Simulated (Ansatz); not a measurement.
## Ansatz 0.2.0, single run: ZnF2

The command:

```bash
ansatz run input.yaml --threads 1 --pin off --max-ram 2560MiB --backend cpu --events-out ev --progress --plain --runs-dir out
```

input.yaml:

```yaml
crystal:
  lattice:
    - [4.752175, 0.0, 0.0]
    - [0.0, 4.752175, 0.0]
    - [0.0, 0.0, 3.165827]
  atoms:
    - { symbol: Zn, position: [0.0, 0.0, 0.0] }
    - { symbol: Zn, position: [0.5, 0.5, 0.5] }
    - { symbol: F, position: [0.3035, 0.3035, 0.0] }
    - { symbol: F, position: [0.1965, 0.8035, 0.5] }
    - { symbol: F, position: [0.6965, 0.6965, 0.0] }
    - { symbol: F, position: [0.8035, 0.1965, 0.5] }
  symmetry: { tolerance: 0.0003 }
kpoints:
  mp_grid: { grid: [4, 4, 6], shift: [0, 0, 0] }
magnetization:
  spin_polarized: false
scf:
  occupations: { method: cold, width: 0.15 }
hamiltonian:
  pseudopotentials: { kind: paw }
  xc: pbe
basis:
  ecutwfc: "51.4 Ry"
output:
  forces: true
  stress: true
  eigenvalues: true
```

Origin of the cell: a database entry, scaled a little.

Output (shortened):

```
Pseudopotentials: kind: paw
Pseudopotential: Zn, paw, valence charge 12, recommended cutoff 420 eV (normal), Zn.paw.azcp
Pseudopotential: F, paw, valence charge 7, recommended cutoff 420 eV (normal), F.paw.azcp
Functional definition: PBE
  exchange = pbe_x(kappa = kappa, mu = beta*pi^2/3)
  correlation = pbe_c(beta = beta)
Crystal: 6 atoms, lattice volume = 71.494 Å³
Basis set: ecut = 699.332627 eV, 2961 PW (Γ), exchange–correlation on 90×90×60 points (8 copies of the dense FFT grid, shifted against one another)
Bands: 32, of which v1, the nominal top of the filled ones, is band 26 counted from 1 (25 counted from 0)
Symmetry: 16 space group operations
Space group: P42/mnm (ITA 136), of the structure as read, at distance tolerance 1.2e-3 Å
k-points: 24 of 96
[… 4 lines left out …]
Initial density: superposition of atomic densities (neutral atoms: chi_scale 0, normalization atom), corrected by the library's trained network
Functional: x = pbe(κ = 0.804, μ = 0.219515), c = pbe(β = 0.066725)
SCF iter   1: F=—  HF=-9874.216521 eV  Δρ=1.12e-3  dr2=2.00e-4  defer=2
SCF iter   2: F=—  HF=-9874.216162 eV  S|Δr|=    0.00e0  Δρ=8.87e-4  dr2=2.82e-4  defer=1
SCF iter   3: F=—  HF=-9874.216193 eV  S|Δr|=    0.00e0  Δρ=3.51e-4  dr2=3.53e-5  defer=1
SCF iter   4: F=—  HF=-9874.216231 eV  S|Δr|=    0.00e0  Δρ=1.20e-4  dr2=5.07e-6
SCF iter   5: F=—  HF=-9874.216235 eV  S|Δr|=    0.00e0  Δρ=3.47e-5  dr2=7.14e-7
SCF iter   6: F=—  HF=-9874.216236 eV  S|Δr|=    0.00e0  Δρ=1.10e-5  dr2=1.01e-7
SCF iter   7: F=-9874.216236 eV  HF=-9874.216236 eV  S|Δr|=    0.00e0  Δρ=2.23e-6  dr2=2.73e-9
SCF 1 converged in 7 iterations: F = -9874.216236 eV  dr2 = 2.73e-9
SCF converged after 7 iterations
Stability not checked: this state was not tested for a lower state beside it, because cold or Methfessel-Paxton smearing, or corrected tetrahedra, fill the levels in a way that the test cannot read (fill_not_monotonic; […]
Free energy (F): -9874.216236 eV
Harris-Foulkes:  -9874.216236 eV  (|F-HF|=3.29e-9)
Internal energy: -9874.216236 eV  (E = F + TS)
E sigma→0 (E₀):  -9874.216236 eV
Fermi energy:    5.140410 eV
--- Per-component energies (eV) ---
  E_band       = -118.781052
  E_kinetic    = 1085.606334
  E_local      = -5829.840582  (includes V_loc(G=0)·N_el)
  E_nonlocal   = 1545.390158
  E_hartree    = 2339.831189
  E_xc         = -588.048802
  E_vxc        = -506.160507  (∫ρ·V_xc dr)
  E_paw        = -4478.645405  (= ΣΔE_a)
  E_vpaw       = -1093.437081  (= ΣTr[D̂ρ^β])
  E_aug_tail   = 0.000673  (compensation charges beyond the density's cutoff)
  E_ewald      = -3948.509801
  E_smearing   = 0.000000  (= −TS)
  Σ components = -9874.216236   (vs F -9874.216236, Δ=0.00e0)
--- Forces (eV/Å), atoms counted from 1 ---
  atom   1  Zn     0.000000    -0.000000     0.000000
  atom   2  Zn     0.000000     0.000000     0.000000
  atom   3  F      0.004679     0.004679     0.000000
  atom   4  F     -0.004679     0.004679     0.000000
  atom   5  F     -0.004679    -0.004679     0.000000
  atom   6  F      0.004679    -0.004679     0.000000
  max |Σ_I F_I| component: 1.73e-18 eV/Å
--- Stress (GPa, compression-positive) ---
        2.324206       0.000000       0.000000
        0.000000       2.324206       0.000000
        0.000000       0.000000       2.250899
  P = ⅓ Tr σ = 2.2998 GPa (22.998 kbar)
```

Time: 9.8 s of wall time on 1 CPU thread(s) of a shared host, from the program's own first density.
